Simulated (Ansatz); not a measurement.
Starting cell, ZrO2 (fluorite):

```
CELL_PARAMETERS angstrom
      0.00000     2.55794     2.55794
      2.55794     0.00000     2.55794
      2.55794     2.55794     0.00000
ATOMIC_POSITIONS crystal
  Zr 0.00000 0.00000 0.00000
  O  0.25000 0.25000 0.25000
  O  0.75000 0.75000 0.75000
```

The atoms are displaced by Q × the pattern below (from a DFPT mode at Γ, largest move 1; Q in Å), at fixed cell. It is one choice among 3 degenerate patterns.

```tsv
atom	x	y	z
O2	0.000	0.000	1.000
O3	0.000	0.000	-1.000
```

Atoms not listed stay in place.

Calculation: PBE (plane waves to 420 eV, PAW, scalar-relativistic; Ansatz, a quantum-chemistry and plane-wave program). k mesh 11×11×11 (Γ-centred), Fermi-Dirac smearing 0.05 eV. This is a high-temperature form of ZrO2. ZrO2 is run without spin polarisation. ZrO2 was relaxed with its symmetry unable to fall.

At one point of the scan the forces (eV/Å) are:

| atom | Fx | Fy | Fz |
|---|---|---|---|
| Zr1 | 0.000 | 0.000 | 0.000 |
| O2 | 0.000 | 0.000 | 2.692 |
| O3 | 0.000 | 0.000 | -2.692 |

Question: Which point is it?
(A) Q = -0.140 Å
(B) Q = -0.187 Å
(C) Q = -0.233 Å
(D) Q = -0.280 Å

Answer: A, Q = -0.140 Å

(For displaced atoms, the force is minus the slope of the energy, and its curvature is a force constant, which sets phonon frequencies.)
